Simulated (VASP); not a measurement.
Ga2O3:

```
Ga O
1.0
     2.87694    0.00000    4.47767
    -1.43847    2.49150    4.47767
    -1.43847   -2.49150    4.47767
Ga O
4 6
Direct
  0.35540 0.35540 0.35540
  0.14460 0.14460 0.14460
  0.64460 0.64460 0.64460
  0.85540 0.85540 0.85540
  0.55490 0.94510 0.25000
  0.94510 0.25000 0.55490
  0.25000 0.55490 0.94510
  0.44510 0.05490 0.75000
  0.05490 0.75000 0.44510
  0.75000 0.44510 0.05490
```

The cell was built by a generator and needn't be a form met in nature.

Program: VASP 6.6.1. Alike in all runs: task single point; no spin polarisation; cell as given; k mesh 4 × 4 × 4; cutoff (eV) 520; smearing fermi-dirac 0.05 eV.

Task: Order these runs on this cell by their pressure, lowest first.
A. level PBE; potentials or basis VASP PAW PBE potentials, release 64 (Ga_d, O); further INCAR settings ALGO = Fast; EDIFF = 1e-07
B. level r2SCAN; potentials or basis VASP PAW PBE potentials, release 64 (Ga_d, O); further INCAR settings ALGO = Normal; EDIFF = 1e-07
C. level LDA; potentials or basis VASP PAW LDA potentials, release 64 (Ga_d, O); further INCAR settings ALGO = Fast; EDIFF = 1e-07

Result: C (-3.4 GPa), B (2.2 GPa), A (10.7 GPa).

Caveats: the PAW data sets were made with another functional, which shifts forces and pressure a little (some runs).

Not every run made on this cell is shown here.
